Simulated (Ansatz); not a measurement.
# V_Mg in MgS (F-43m): which k-points does the level need?, part 2 of 2

Aim: the (−1/−2) level of V_Mg in MgS (F-43m) as a function of the k-point sampling, with the cost of each choice. The model is a cell of 32 host atoms with 1 Mg taken out; the atoms are relaxed once and then held.

Ansatz 0.2.0; plane-wave PAW DFT; relaxations with PBEsol, then single points with PBEsol, on supercells at fixed charge in a uniform background.

So far: The starting structure; Relaxing both charge states, PBEsol.

## Step 3: First setting: the zone centre alone

The defect state overlaps with its images and forms a narrow band, so the k-points decide which part of that band enters the energy. A point off the zone centre usually averages it better, but needs complex orbitals and more time.

Contents of qm2.kg/input.yaml:

```yaml
crystal:
  checkpoint: "../qm2.relax.run"
  host: checkpoint
total_charge: -2
basis:
  ecutwfc: 420
  xc_grid: 2
hamiltonian:
  xc: pbesol
kpoints:
  mp_grid: { grid: [1, 1, 1] }
scf:
  occupations: { method: fixed }
  max_iter: 100
output:
  forces: true
  charged_corrections:
    epsilon: 4.14
    static_epsilon: 6.69
    defect_position: [0.25, 0.5, 0.25]
  eigenvalues: true
checkpoint:
  read: "../qm2.relax.run"
  write: "../qm2.kg.run"
  compress: false
  write_wavefunctions: false
  write_every: 100000
```

The run is started by

```console
> ansatz run input.yaml --threads 4 --pin off --max-ram 9420MiB --backend cpu --events-out ev --progress --plain --runs-dir out
```

Numbers of over 12 decimals in the logs are rounded to 6 here.

Log:

```text
[...]
crystal.checkpoint: the structure is that of <dir>, a `relax` run, at its step 4: its result, under pbesol at a charge of -2 e; 31 atoms read, 0 with a starting moment; crystal.structure_sha256 for this input is
[...]
Crystal: 31 atoms, lattice volume = 722.036 Å³
Basis set: ecut = 420 eV, 14171 PW (Γ), exchange–correlation on 144×144×144 points (8 copies of the dense FFT grid, shifted against one another)
Bands: 155, of which v1, the nominal top of the filled ones, is band 124 counted from 1 (123 counted from 0)
Symmetry: 1 space group operations
[...]
k-points: 1
[...]
SCF iter   6: F=-42870.404257 eV  HF=-42870.404257 eV  |F-HF|=1.98e-8  |Δ(HF+E_count)|=   1.33e-6  Δρ=1.54e-6  dr2=1.63e-8  ethr=4.03e-11  ⟨swp⟩=15.0  Hψ=1071  notcnv=0
SCF 1 converged in 6 iterations: F = -42870.404257 eV  dr2 = 1.63e-8
[...]
SCF converged after 6 iterations
Free energy (F): -42870.404257 eV
[...]
Internal energy: -42870.404257 eV  (E = F + TS)
E sigma→0 (E₀):  -42870.404257 eV
Fermi energy:    3.514102 eV
[...]
--- Forces (eV/Å), atoms counted from 1 ---
  atom   1  Mg     0.00162226     0.00414916     0.00135724
  atom   2  Mg    -0.00033617    -0.00400706     0.00010151
  atom   3  Mg    -0.00311725     0.00283628    -0.00140115
  [... 2 atoms left out ...]
  atom   6  Mg     0.00360444     0.00314297     0.00229007
  [... 1 atom left out ...]
  atom   8  Mg     0.00062068    -0.00146336     0.00456323
  atom   9  Mg     0.00245901     0.00158901     0.00005223
  [... 1 atom left out ...]
  atom  11  Mg    -0.00596948     0.00032852     0.00096924
  [... 3 atoms left out ...]
  atom  15  Mg    -0.00158998    -0.00023423     0.00225628
  [... 1 atom left out ...]
  atom  17  S     -0.01597138    -0.01523611     0.01535600
  [... 4 atoms left out ...]
  atom  22  S      0.01785015    -0.01607329    -0.01526290
  atom  23  S      0.01384370     0.01473990     0.01287442
  [... 2 atoms left out ...]
  atom  26  S     -0.01567477     0.01741592    -0.01523026
  [... 5 atoms left out ...]
  max |Σ_I F_I| component: 1.41e-6 eV/Å
--- Charged-cell corrections in eV (Makov–Payne, q = -2.000 e, ε = 4.140 of the electrons, 6.690 with the ions) ---
[...]
E_corr1          = +2.239727  (monopole, q²α_M/2εL)
  F Makov-Payne    = n/a  (the rows are of the electrons' constant alone; ansatz place-levels tells what screens the charge)
[...]
--- Band table (eV) ---
[...]
```

It took 4.2 s on 4 threads of Intel Xeon Platinum 8259CL at 2.50GHz (Skylake/Cascade Lake), shared host; peak memory 0.8 GiB; 13 s of CPU time.

Reading the cycles: dr2 is the Hartree energy of the density residual (eV), the measure of convergence; HF is the Harris–Foulkes estimate of the energy, which meets the free energy F at convergence.

Both charges and the host at this setting go to place-levels, which corrects for the image charge and aligns the potentials.

Contents of levels.kg.yaml:

```yaml
host:
  run: host.kg.run
  levels_from: { run: edges.kg.run }
states: [qm2.kg.run, qm1_M1.kg.run]
geometry_from:
  qm2.kg.run: qm2.relax.run
  qm1_M1.kg.run: qm1_M1.relax.run
chemical_potentials:
  Mg:
    energy: -1912.053531
    dataset: "<sha256 of the dataset>"
```

The run is started by

```console
> ansatz place-levels levels.kg.yaml -- --threads 4 --pin off --max-ram 9420MiB
```

Log:

```text
(-1/-2) 1.682 eV above the valence edge, 1.638 eV under the conduction edge
formation energy of charge -1: +7.041 eV with the Fermi level at the valence edge
formation energy of charge -2: +8.723 eV with the Fermi level at the valence edge
  edges by pbesol of host.levels_from (edges.kg.run), its mesh sampled to repeats of 35.97 Å (the valence edge -0.037 eV and the conduction edge -0.025 eV from those of the host's own run), gap 3.320 eV; the host is sampled to repeats of 9.79 Å
  the defect's cells are sampled to repeats of 9.79 Å, like sampling
  charge -1: -42873.1598 eV with its correction of +0.708 eV, at epsilon 6.69, aligned at sites: -0.3614 eV, mean over 3 atomic sites at or beyond 4.89 Å from the defect at [0.2500, 0.5000, 0.2500], with +0.000000 for the charge's moments and without [...]
[...]
of states[1] (qm1_M1.kg.run): how wide its charge is, is not read beside other atoms or cores, and a band state would take no correction. [...]
  of states[0] (qm2.kg.run): how wide its charge is, is not read beside other atoms or cores, and a band state would take no correction. [...]
```

The job ended after 0.2 s (4 threads).

At this setting the gap is 3.320 eV and (−1/−2) lies 1.682 eV above the valence top.

## Step 4: The other settings

In the defect's inputs only the studied keys change. One input of each further setting:

qm2.kq/input.yaml, as its differences from qm2.kg/input.yaml of step 3:

```diff
@@ -10,3 +10,3 @@
 kpoints:
-  mp_grid: { grid: [1, 1, 1] }
+  mp_grid: { grid: [1, 1, 1], shift: [0.25, 0.25, 0.25] }
 scf:
@@ -23,3 +23,3 @@
   read: "../qm2.relax.run"
-  write: "../qm2.kg.run"
+  write: "../qm2.kq.run"
   compress: false
```

qm2.km0/input.yaml, as its differences from qm2.kq/input.yaml of step 4:

```diff
@@ -10,3 +10,3 @@
 kpoints:
-  mp_grid: { grid: [1, 1, 1], shift: [0.25, 0.25, 0.25] }
+  mp_grid: { grid: [2, 2, 2] }
 scf:
@@ -23,3 +23,3 @@
   read: "../qm2.relax.run"
-  write: "../qm2.kq.run"
+  write: "../qm2.km0.run"
   compress: false
```

qm2.kms/input.yaml, as its differences from qm2.km0/input.yaml of step 4:

```diff
@@ -10,3 +10,3 @@
 kpoints:
-  mp_grid: { grid: [2, 2, 2] }
+  mp_grid: { grid: [2, 2, 2], shift: [0.5, 0.5, 0.5] }
 scf:
@@ -23,3 +23,3 @@
   read: "../qm2.relax.run"
-  write: "../qm2.km0.run"
+  write: "../qm2.kms.run"
   compress: false
```

qm2.km3/input.yaml, as its differences from qm2.kms/input.yaml of step 4:

```diff
@@ -10,3 +10,3 @@
 kpoints:
-  mp_grid: { grid: [2, 2, 2], shift: [0.5, 0.5, 0.5] }
+  mp_grid: { grid: [3, 3, 3] }
 scf:
@@ -23,3 +23,3 @@
   read: "../qm2.relax.run"
-  write: "../qm2.kms.run"
+  write: "../qm2.km3.run"
   compress: false
```

qm2.km4/input.yaml, as its differences from qm2.km3/input.yaml of step 4:

```diff
@@ -10,3 +10,3 @@
 kpoints:
-  mp_grid: { grid: [3, 3, 3] }
+  mp_grid: { grid: [4, 4, 4], shift: [0.5, 0.5, 0.5] }
 scf:
@@ -23,3 +23,3 @@
   read: "../qm2.relax.run"
-  write: "../qm2.km3.run"
+  write: "../qm2.km4.run"
   compress: false
```

## Step 5: Result against cost

Times of the states on 4 threads of Intel Xeon Platinum 8259CL at 2.50GHz (Skylake/Cascade Lake), shared host; the host is run again at each setting:

```csv
k-point sampling,gap (eV),(−1/−2) above the valence top (eV),under the conduction bottom (eV),level less that at a 4×4×4 shifted mesh (meV),"time, both charge states","time, host and placing",peak memory of a state (GiB)
the zone centre alone,3.320,1.682,1.638,123,15 s,7.9 s,1.1
"one point at (¼, ¼, ¼) *",3.320,1.591,1.729,32,13 s,10 s,1.5
a 2×2×2 Γ-centred mesh,3.320,1.572,1.748,13,73 s,12 s,3.0
a 2×2×2 shifted mesh,3.320,1.555,1.766,-4,2.3 min,14 s,2.5
a 3×3×3 Γ-centred mesh,3.320,1.558,1.762,-1,6.7 min,23 s,3.7
a 4×4×4 shifted mesh,3.320,1.559,1.761,0,16 min,33 s,5.6
```

* started from the relaxation's converged state in the same settings, so its time is no fair cost.

## Step 6: Outcome

| Property | Result |
| --- | --- |
| (minus 1/minus 2) level, the zone centre alone | 1.68 eV |
| (minus 1/minus 2) level, one point at (¼, ¼, ¼) | 1.59 eV |
| (minus 1/minus 2) level, a 2×2×2 Γ-centred mesh | 1.57 eV |
| (minus 1/minus 2) level, a 2×2×2 shifted mesh | 1.55 eV |
| (minus 1/minus 2) level, a 3×3×3 Γ-centred mesh | 1.56 eV |
| (minus 1/minus 2) level, a 4×4×4 shifted mesh | 1.56 eV |

Over the settings in the table the level spans 0.128 eV; a 2×2×2 Γ-centred mesh, a 2×2×2 shifted mesh and a 3×3×3 Γ-centred mesh lie within 0.02 eV of the reference (a 4×4×4 shifted mesh, 1.56 eV); a 2×2×2 Γ-centred mesh takes 8 % of its time for the two charge states. The largest miss of the level above the valence top is 123 meV, with the zone centre alone. In a reference run the bands overlap at the filling edge, so the reference itself is in doubt. Only the charges −2 and −1 were run, each from one start, so (−1/−2) need not be a change between stable states. With nearly degenerate levels at the filling edge in most or all rows, agreement between settings doesn't show that the state itself is settled. At a 2×2×2 Γ-centred mesh, a 2×2×2 shifted mesh, a 3×3×3 Γ-centred mesh and a 4×4×4 shifted mesh a state has next to no gap at its filling edge, or overlapping levels, which makes the level less certain. The band edges come from a separate dense run of the unit cell, so the gap column doesn't test the sampling. The program calls the alignment of potentials doubtful in this cell, and the corrections (0.70 and 2.02 eV for the two states) enter the level by their difference, 1.32 eV: its value is uncertain, though the differences between settings are less so. Keep in mind: PBEsol makes the gap too small and tends to spread out bound carriers.

[Logs are printed without paths, hosts, clocks, repeated set-up lines and the standing remarks that a program may print on its own settings, such as how far it seeks lower states.]

[Hosts, paths, dates, database ids (printed as entryN), source tags and the programs' standing remarks are cut or masked in the printed files.]

[Where a table of states has a column of steps, it counts the stored structures, which are thinned; the runs took as many ionic steps or more.]

[For some hosts the program warned that the k-mesh of the response run may be too coarse for force constants and the static dielectric constant; such warnings are not shown here.]
